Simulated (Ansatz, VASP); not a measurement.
# Two plane-wave programs on C2OH6

INCAR

```
SYSTEM = H6C2O
PREC     = Accurate       ! precision mode
ENCUT    = 520            ! plane-wave cutoff, eV
EDIFF    = 1E-6           ! SCF threshold, eV
ISMEAR   = 0              ! smearing method
SIGMA    = 0.05           ! smearing width, eV
LREAL    = .FALSE.        ! projectors in reciprocal space
LASPH    = .TRUE.         ! aspherical terms in the spheres
NELM     = 80             ! most SCF steps
ALGO     = Normal         ! electronic algorithm
ISIF     = 2              ! what is computed and relaxed
LWAVE    = .FALSE.        ! write WAVECAR
LCHARG   = .TRUE.         ! write CHGCAR
LDIPOL   = .TRUE.       
IDIPOL   = 3            
DIPOL    = 0.5 0.5 0.635
GGA      = PE             ! functional
IVDW     = 12             ! dispersion correction
LELF     = .TRUE.         ! ELF
LVHAR    = .TRUE.       
LVACPOTAV= .TRUE.       
NBANDS   = 20             ! bands
```

KPOINTS

```
regular mesh
0
G
  3 3 1
  0 0 0
```

Contents of POSCAR:

```
H6C2O
1.0
    6.3987489444      0.0000000000      0.0000000000
   -3.1993744722      5.5414791383      0.0000000000
    0.0000000000      0.0000000000     26.6184957942
C O H
2 1 6
Direct
    0.3998810589      0.1056807739      0.6425811844
    0.5361957752     -0.0335871554      0.6480505766
    0.5955366811     -0.0948259942      0.6016998230
    0.3558528143      0.1529552361      0.6792488471
    0.2277014948     -0.0038434571      0.6224755583
    0.5101107825      0.2762784084      0.6219988737
    0.7006598669      0.0779313596      0.6708386590
    0.4234323205     -0.1972961050      0.6709441967
    0.5202837163     -0.0196282593      0.5545758332
```

Input for Ansatz:

```yaml
crystal:
  lattice:
    - [6.3987489444, 0.0, 0.0]
    - [-3.1993744722, 5.5414791383, 0.0]
    - [0.0, 0.0, 26.6184957942]
  atoms:
    - { symbol: C, position: [0.3998810589, 0.1056807739, 0.6425811844] }
    - { symbol: C, position: [0.5361957752, -0.0335871554, 0.6480505766] }
    - { symbol: O, position: [0.5955366811, -0.0948259942, 0.601699823] }
    - { symbol: H, position: [0.3558528143, 0.1529552361, 0.6792488471] }
    - { symbol: H, position: [0.2277014948, -0.0038434571, 0.6224755583] }
    - { symbol: H, position: [0.5101107825, 0.2762784084, 0.6219988737] }
    - { symbol: H, position: [0.7006598669, 0.0779313596, 0.670838659] }
    - { symbol: H, position: [0.4234323205, -0.197296105, 0.6709441967] }
    - { symbol: H, position: [0.5202837163, -0.0196282593, 0.5545758332] }
basis:
  ecutwfc: 420
kpoints:
  mp_grid: { grid: [3, 3, 1] }
hamiltonian:
  xc: pbe
  dispersion: d3bj
scf:
  occupations: { method: gaussian, width: 0.05 }
output:
  forces: true
  eigenvalues: true
  write_density: true
  volumetric_format: npy
efield:
  axis: 3
  dipole_correction: true
  ramp_width: 0.04
```

Alike in both runs: task single point; functional PBE; dispersion D3(BJ); k mesh 3 × 3 × 1; occupations gaussian, width 0.05 eV; no spin polarisation.

```csv
,VASP,Ansatz
version,VASP 6.6.1,Ansatz 0.2.0
potentials or method,"VASP PAW PBE potentials, release 64 (C, O, H)","scalar-relativistic, plane waves, PAW"
plane-wave cutoff (eV),520,420
valence electrons in the cell,20,20
```

```csv
,VASP,Ansatz,Ansatz less VASP
gap on the k mesh at the Fermi level (eV),2.46,2.47,+0.006
least direct gap on the mesh (eV),2.46,2.47,+0.006
rms of the force components (eV/Å),1.310,1.291,-0.0186
```

Atom by atom the forces differ by 0.049 eV/Å (rms over components).
